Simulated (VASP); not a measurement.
# AlN (P6_3/mmc) in VASP: a series of runs

The runs below take AlN through single point, with PBEsol.

Everything below comes from runs of VASP 6.6.1. Logs are shortened: lines on timing, memory, paths and dates and some standing lists are left out, and cuts for length are marked.

### 1 Starting point

Symmetry: P6_3/mmc, No. 194, hexagonal system. Conventional cell: a = 3.312 Å, b = 3.312 Å, c = 4.188 Å, α = 90.00°, β = 90.00°, γ = 120.00°. Al (site symmetry -6m2) has 5 N at 1.91 to 2.09 Å as nearest neighbours. N (site symmetry -6m2) is surrounded by 5 Al at 1.91 to 2.09 Å.

Measurements of this composition are mostly on another form, of space group No. 186.

### 2 Single point, PBEsol

INCAR

```
PREC     = Accurate       # precision mode
ENCUT    = 450            # plane-wave cutoff, eV
EDIFF    = 1E-6           # SCF threshold, eV
ISMEAR   = 0              # smearing method
SIGMA    = 0.1            # smearing width, eV
LREAL    = False          # projectors in reciprocal space
LASPH    = True           # aspherical terms in the spheres
NELM     = 100            # most SCF steps
ALGO     = Normal         # electronic algorithm
ISIF     = 2              # what is computed and relaxed
LWAVE    = False          # write WAVECAR
LCHARG   = False          # write CHGCAR
GGA      = PS             # functional
ADDGRID  = False
```

KPOINTS

```
regular mesh
0
Gamma
  6 6 4
```

POSCAR

```
AlN
1.0
    3.3121157418      0.0000000000      0.0000000000
   -1.6560578709      2.8683763727      0.0000000000
    0.0000000000      0.0000000000      4.1875630000
Al N
2 2
Direct
    0.6237580000      0.3299140000      0.2556100000
    0.3117670000      0.6288490000      0.7350250000
    0.6903480000      0.3199170000      0.7468030000
    0.3351220000      0.6696830000      0.2481240000
```

Potentials or basis: VASP PAW PBE potentials, release 64 (Al, N).

Launch:

```bash
$ cat potpaw_PBE.64/Al/POTCAR potpaw_PBE.64/N/POTCAR > POTCAR
$ mpirun -np 1 vasp_std > vasp.out
```

OUTCAR:

```text
PREC = Accurate
   ENCUT = 450
   EDIFF = 1E-6
   ISMEAR = 0
   LREAL = False
   LASPH = True
   NELM = 100
   ISIF = 2
   GGA = PS

 Found     76 irreducible k-points:

 Following reciprocal coordinates:
            Coordinates               Weight
  0.000000  0.000000  0.000000      1.000000
  0.166667  0.000000  0.000000      2.000000
  0.000000  0.166667  0.000000      2.000000
 -0.166667  0.166667  0.000000      2.000000
  0.333333 -0.000000  0.000000      2.000000
  0.000000  0.333333  0.000000      2.000000
   k-points           NKPTS =     76   k-points in BZ     NKDIM =     76   number of bands    NBANDS=     12
   number of dos      NEDOS =    301   number of ions     NIONS =      4
   total plane-waves  NPLWV =  17280
   dimension x,y,z NGX =    24 NGY =   24 NGZ =   30
   dimension x,y,z NGXF=    48 NGYF=   48 NGZF=   60
   ions per type =               2   2
   NGX,Y,Z   is equivalent  to a cutoff of  12.05, 12.05, 11.91 a.u.
   NGXF,Y,Z  is equivalent  to a cutoff of  24.09, 24.09, 23.82 a.u.
 SYSTEM =  unknown system
   PREC   = accura    normal or accurate (medium, high low for compatibility)
   ISTART =      0    job   : 0-new  1-cont  2-samecut
   ICHARG =      2    charge: 1-file 2-atom 10-const
   ISPIN  =      1    spin polarized calculation?
   LNONCOLLINEAR =      F non collinear calculations
   LSORBIT =      F    spin-orbit coupling
   LASPH  =      T    aspherical Exc in radial PAW
   ENCUT  =  450.0 eV  33.07 Ry    5.75 a.u.   5.73  5.73  7.24*2*pi/ulx,y,z
   NELM   =    100;   NELMIN=  2; NELMDL= -5     # of ELM steps
   EDIFF  = 0.1E-05   stopping-criterion for ELM
   LREAL  =      F    real-space projection
   EDIFFG = 0.1E-04   stopping-criterion for IOM
   NSW    =      0    number of steps for IOM
   IBRION =     -1    ionic relax: 0-MD 1-quasi-New 2-CG
   NFREE  =      0    steps in history (QN), initial steepest desc. (CG)
   ISIF   =      2    stress and relaxation
   ISYM   =      2    0-nonsym 1-usesym 2-fastsym
   POTIM  = 0.5000    time-step for ionic-motion
   TEBEG  =    0.0;   TEEND  =   0.0 temperature during run
   PSTRESS=    0.0 pullay stress
   NELECT =      16.0000    total number of electrons
   NUPDOWN=      -1.0000    fix difference up-down
   EMIN   =  10.00;   EMAX   =-10.00  energy-range for DOS
   EFERMI =   0.00;   METHOD = LEGACY
   ISMEAR =     0;   SIGMA  =   0.10  broadening in eV -4-tet -1-fermi 0-gaus
   EFERMI_NEDOS =   21; number of points for ismear=-14 and -15
   IALGO  =     38    algorithm
   IMIX   =      4    mixing-type and parameters
     AMIX     =   0.40;   BMIX     =  1.00
     AMIX_MAG =   1.60;   BMIX_MAG =  1.00
  volume/ion in A,a.u.               =       9.95        67.12
  Fermi-wavevector in a.u.,A,eV,Ry     =   1.208409  2.283561 19.867927  1.460251
  Thomas-Fermi vector in A             =   2.344017
   LORBIT       =      0    0 simple, 1 ext, 2 COOP (PROOUT), +10 PAW based schemes
   GGA     = PS    functional components
   LHFCALC =     F    Hartree Fock is set to
   AEXX    =    0.0000 exact exchange contribution
   IVDW    =     0    specifies the selected vdW correction
   LEPSILON=     F    determine dielectric tensor
   LRPA    =     F    only Hartree local field effects (RPA)
 non-spin polarized calculation
 Gauss-broadening in eV      SIGMA  =   0.10
  energy-cutoff  :      450.00
  volume of cell :       39.78
 maximum number of plane-waves:       870
   NGX = 11   NGY = 11   NGZ = 15

 number of electron      16.0000000 magnetization

 Free energy of the ion-electron system (eV)
  ---------------------------------------------------
  ext. energy  EPLUGINS =         0.00000000
  ---------------------------------------------------
  free energy    TOTEN  =       -30.55084799 eV

  energy without entropy =      -30.55084799  energy(sigma->0) =      -30.55084799

 E-fermi :   8.2629     XC(G=0): -11.3507

 val. band max:        7.8502505322   @ k =   0.0000   0.0000   0.0000
 cond. band min:      10.9400524079   @ k =   0.0000   0.0000   0.0000
 fundamental gap:      3.0898018756
 Fermi energy:         8.2628922755

 k-point     1 :       0.0000    0.0000    0.0000
  band No.  band energies     occupation
      1      -8.9211      2.00000
      2      -5.2651      2.00000
      3       0.9540      2.00000
      4       4.5148      2.00000
      5       4.5592      2.00000
      6       6.0457      2.00000
      7       6.4561      2.00000
      8       7.8503      2.00000
      9      10.9401      0.00000
     10      12.1462      0.00000
     11      15.5517      0.00000
     12      16.4746      0.00000

 k-point     2 :       0.1667    0.0000    0.0000
  band No.  band energies     occupation
      1      -8.6056      2.00000
      2      -5.2731      2.00000
      3       1.2969      2.00000
      4       3.5470      2.00000
      5       4.1484      2.00000
      6       5.2885      2.00000
      7       6.3325      2.00000
      8       7.3128      2.00000
      9      12.0451      0.00000
     10      13.1921      0.00000
     11      14.9492      0.00000
     12      17.0904      0.00000

 k-point     3 :       0.0000    0.1667    0.0000
  band No.  band energies     occupation
      1      -8.6075      2.00000
      2      -5.2687      2.00000
      3       1.2940      2.00000
      4       3.5236      2.00000
      5       4.1539      2.00000
      6       5.3531      2.00000
      7       6.2751      2.00000
      8       7.3271      2.00000
      9      12.0703      0.00000
     10      13.1867      0.00000
     11      14.8428      0.00000
     12      17.1688      0.00000

 k-point     4 :      -0.1667    0.1667    0.0000
  band No.  band energies     occupation
      1      -8.6094      2.00000
      2      -5.2547      2.00000
      3       1.2901      2.00000
      4       3.4117      2.00000
      5       4.2016      2.00000
      6       5.1975      2.00000
      7       6.5289      2.00000
      8       7.3549      2.00000
      9      12.1520      0.00000
     10      13.0318      0.00000
     11      15.4476      0.00000
     12      16.5433      0.00000

 k-point     5 :       0.3333   -0.0000    0.0000
  band No.  band energies     occupation
      1      -7.7601      2.00000
      2      -5.5050      2.00000
      3       2.0534      2.00000
      4       2.2528      2.00000
      5       3.5454      2.00000
      6       4.0014      2.00000
      7       5.9637      2.00000
      8       6.3674      2.00000
      9      12.0327      0.00000
     10      14.4149      0.00000
     11      15.8542      0.00000
     12      16.1939      0.00000

 k-point     6 :       0.0000    0.3333    0.0000
  band No.  band energies     occupation
      1      -7.7720      2.00000
      2      -5.4825      2.00000
      3       1.9836      2.00000
      4       2.2356      2.00000
      5       3.5635      2.00000
      6       4.0967      2.00000
      7       6.0124      2.00000
      8       6.3005      2.00000
      9      12.0153      0.00000
     10      14.3499      0.00000
     11      15.5937      0.00000
     12      16.1533      0.00000

 [... further k-points ...]

------------------------ aborting loop because EDIFF is reached ----------------------------------------

  FORCE on cell =-STRESS in cart. coord.  units (eV):
  Direction    XX          YY          ZZ          XY          YZ          ZX
  --------------------------------------------------------------------------------------
  -------------------------------------------------------------------------------------
  Total        0.7883339     -0.7092335     -0.9133429      0.2597923      0.0788392     -0.2425674
  in kB       31.7481019    -28.5625400    -36.7825163     10.4624619      3.1750434     -9.7687727
  external PRESSURE =     -11.1989848 kB  Pullay stress =       0.0000000 kB

 VOLUME and BASIS-vectors are now :
 -----------------------------------------------------------------------------
  energy-cutoff  :      450.00
  volume of cell :       39.78
      direct lattice vectors                 reciprocal lattice vectors
     3.312115742  0.000000000  0.000000000     0.301921816  0.174314642  0.000000000
    -1.656057871  2.868376373  0.000000000     0.000000000  0.348629284  0.000000000
     0.000000000  0.000000000  4.187563000     0.000000000  0.000000000  0.238802377

 POSITION                                       TOTAL-FORCE (eV/Angst)
 -----------------------------------------------------------------------------------
      1.51960      0.94632      1.07038         2.508635     -0.441779     -0.623649
     -0.00880      1.80378      3.07796         1.606196      1.579992      0.646221
      1.75671      0.91764      3.12728        -2.645010     -0.985340     -0.043942
      0.00093      1.92090      1.03903        -1.469821     -0.152873      0.021370
 -----------------------------------------------------------------------------------
    total drift:                                0.000026      0.000330      0.000166

  FREE ENERGIE OF THE ION-ELECTRON SYSTEM (eV)
  ---------------------------------------------------
  free  energy   TOTEN  =       -30.5508479948 eV

  energy  without entropy=      -30.5508479948  energy(sigma->0) =      -30.55084799
```

Run time: 8.8 s. Hardware: 1 thread of Intel Xeon 6975P-C (Granite Rapids), shared host; peak memory 0.15 GiB.

These settings aren't checked as converged: the numbers below hold their error.

What came out:

| Property | Result |
| --- | --- |
| Free energy | -30.5508 eV |
| Largest force | 2.823 eV/Å |
| Band gap on the k mesh | 3.09 eV, direct |

Caveat: the cutoff is under 1.25 times the usual one of these potentials, so pressure, stress and relaxed cells hold a basis-set (Pulay) error; the PAW data sets were made with another functional, which shifts forces and pressure a little.

### 3 Single point, PBEsol

INCAR: that of step 2 with these lines changed.

```diff
@@ -4,3 +4,3 @@
 ISMEAR   = 0              # smearing method
-SIGMA    = 0.1            # smearing width, eV
+SIGMA    = 0.01           # smearing width, eV
 LREAL    = False          # projectors in reciprocal space
```

KPOINTS is that of step 2.

POSCAR

```
AlN
1.0
    3.3121157418      0.0000000000      0.0000000000
   -1.6560578709      2.8683763727      0.0000000000
    0.0000000000      0.0000000000      4.1875630000
Al N
2 2
Direct
    0.6666666667      0.3333333333      0.2500000000
    0.3333333333      0.6666666667      0.7500000000
    0.6666666667      0.3333333333      0.7500000000
    0.3333333333      0.6666666667      0.2500000000
```

Potentials or basis: VASP PAW PBE potentials, release 64 (Al, N).

Launch:

```bash
$ cat potpaw_PBE.64/Al/POTCAR potpaw_PBE.64/N/POTCAR > POTCAR
$ mpirun -np 1 vasp_std > vasp.out
```

Wall time 3.4 s (1 thread of Intel Xeon 6975P-C (Granite Rapids), shared host); peak memory 0.14 GiB.

These settings aren't checked as converged: the numbers below hold their error.

Results:

```yaml
Free_energy: -30.9427 eV
Band_gap_on_the_k_mesh: 3.18 eV, direct
```

Caveat: the cutoff is under 1.25 times the usual one of these potentials, so pressure, stress and relaxed cells hold a basis-set (Pulay) error; the PAW data sets were made with another functional, which shifts forces and pressure a little.

### 4 For comparison

An earlier run on the cell as given: functional PBE; potentials or basis VASP PAW PBE potentials, release 64 (Al, N); cutoff 520 eV; k mesh 9 × 9 × 7; occupations fermi-dirac, width 0.05 eV; no spin polarisation.

* Pressure: 0.0 GPa
* Band gap on the k mesh: 3.27 eV, direct
